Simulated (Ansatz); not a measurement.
**TaN: how the free axis answers a strain**

TaN, P6_3/mmc, a = 2.917 Å, c = 5.915 Å. This isn't the usual stable structure of the compound. Ansatz: PBE, PAW, 420 eV, Γ-centred 18×18×8 mesh on 4 atoms, Gaussian smearing 0.10 eV; no spin polarisation. Series: biaxial strain in the a-b plane, c and atoms relaxed; x is the strain in per cent. y is the change of c in per cent of 5.915 Å.

```tsv
x (%)	y (%)
-6.0	?
-4.0	1.44
-2.0	0.70
0.0	0.00
2.0	-0.71
4.0	-1.53
6.0	-2.68
```

Problem. Fit y = c1 x + c2 x² to the other rows, say what c1 measures, and predict the missing y.

Solution. Least squares on the rows shown. y = −0.3807 x − 0.008547 x². With no stress along c, c1 = −2C13/C33 = -0.381. With a term in x³ added, the coefficient of x becomes -0.3334, 12 % less, which shows how far this figure hangs on the form. At x = -6.0 the fit asked for gives 1.98 %. The run gave 2.22 %, so the fit is 0.24 % too low, 4.9 % of the span of the series, against an rms of 0.08 % on the fitted rows. The row lies outside the fitted range. With a term in x³ added, a fit to the same known rows predicts 2.44 %, which misses by about as much or more on the other side: the known rows don't fix the higher terms.

Spin–orbit coupling is left out, which can shift energies with elements as heavy as these.